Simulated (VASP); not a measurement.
The system is TaC.

```xyz
2
Lattice="0.0000 2.2339 2.2339 2.2339 0.0000 2.2339 2.2339 2.2339 0.0000" Properties=species:S:1:pos:R:3 pbc="T T T"
Ta    0.0000    0.0000    0.0000
C     2.2339    2.2339    2.2339
```

The cell is a database's computed one.

* Program: VASP 6.6.1
* Task: relaxation of cell and atoms
* Functional: PBEsol
* Potentials or basis: VASP PAW PBE potentials, release 64 (Ta_pv, C_s)
* Cutoff: 480 eV
* k mesh: 16 × 16 × 16
* Occupations: gaussian, width 0.1 eV
* Spin: no spin polarisation

At the start: pressure -5.6 GPa; volume 11.15 Å³/atom.

Task: How do energy, volume and symmetry change on relaxing?

Result: Over 4 steps the energy falls by 3.3 meV/atom and the volume is 10.96 Å³/atom (-1.7 %); space group Fm-3m (No. 225, to 0.05 Å).

Step by step:
```tsv
step	energy change (eV)	largest force (eV/Å)	pressure (GPa)	volume (Å³)
1	0.0000	0.0000	-5.57	22.30
2	0.0324	0.0000	15.05	21.07
3	-0.0065	0.0000	-0.08	21.93
4	-0.0065	0.0000	0.03	21.92
```

Final structure:
```yaml
crystal:
  lattice:
    - [0.00000, 2.22143, 2.22143]
    - [2.22143, 0.00000, 2.22143]
    - [2.22143, 2.22143, 0.00000]
  atoms:
    - { symbol: Ta, position: [0.00000, 0.00000, 0.00000] }
    - { symbol: C, position: [0.50000, 0.50000, 0.50000] }
```

Caveat: the PAW data sets were made with another functional, which shifts forces and pressure a little.
